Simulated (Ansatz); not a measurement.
**MnO2 (CdI2-type structure)**

The computed numbers are results of PBE with spin–orbit coupling (two-component spinors) in the plane-wave PAW code Ansatz at 420 eV, Γ-centred 14×14×6 mesh, 0.05 eV Gaussian smearing. The datasets are Ansatz's generated set soft_2.

```yaml
crystal:
  lattice:
    - [2.87681, 0.00000, 0.00000]
    - [-1.43840, 2.49139, 0.00000]
    - [0.00000, 0.00000, 5.44645]
  atoms:
    - { symbol: Mn, position: [0.00000, 0.00000, 0.00000] }
    - { symbol: O, position: [0.33333, 0.66667, 0.17537] }
    - { symbol: O, position: [0.66667, 0.33333, 0.82463] }
```

The start was a prototype's sites filled with these elements. The Crystallography Open Database lists the compound in space groups Pnma, I4/m, P42/mnm, so this is a trial structure.

Starting moments: Mn 3.0 μB on each such atom, all parallel. Spin axis [100] (Cartesian).

The run ends ferromagnetic, with site spin moments Mn 2.69; O 0.48 μB.

The pressure at this geometry is 0.0 GPa.

Q: Which orbitals make up the states within about 0.6 eV of each band edge?

A: Valence edge: O 2p 51 %, Mn 3d 49 %. Conduction edge: Mn 3d 88 %, O 2p 10 %. Shares are among the projected shells; the gap is 1.02 eV.

Density of states (tetrahedra, averaged over 0.5 eV; states/eV per cell of 3 atoms; energy in eV from the Fermi level):

| E (eV) | DOS |
| --- | --- |
| -5.60 | 3.38 |
| -5.10 | 2.86 |
| -4.60 | 2.93 |
| -4.10 | 2.01 |
| -3.60 | 2.88 |
| -3.10 | 1.92 |
| -2.60 | 1.54 |
| -2.10 | 3.31 |
| -1.60 | 3.01 |
| -1.10 | 2.02 |
| -0.60 | 0.51 |
| -0.10 | 0.00 |
| 0.40 | 0.08 |
| 0.90 | 2.12 |
| 1.40 | 3.59 |
| 1.90 | 3.26 |
| 2.40 | 0.95 |
| 2.90 | 1.68 |
| 3.40 | 2.20 |
| 3.90 | 0.11 |
| 4.40 | 0.00 |
| 4.90 | 0.00 |

The valence edge mixes anion p with metal states, so the bond is partly covalent and the gap isn't a plain transfer from O to Mn.

Kohn–Sham gaps of semilocal functionals lie under measured ones, often by a third or more. Site moments are of spin, integrated over Gaussian weights of 0.5 Å, which gives about a tenth less on f atoms than spheres do. The structure is built of weakly bound layers, and this functional has no dispersion term, so their spacing and all that hangs on it (volume, the soft elastic constants, low modes, dielectric constants) are poorly given. The moments were started parallel, and the real magnetic order may be another.
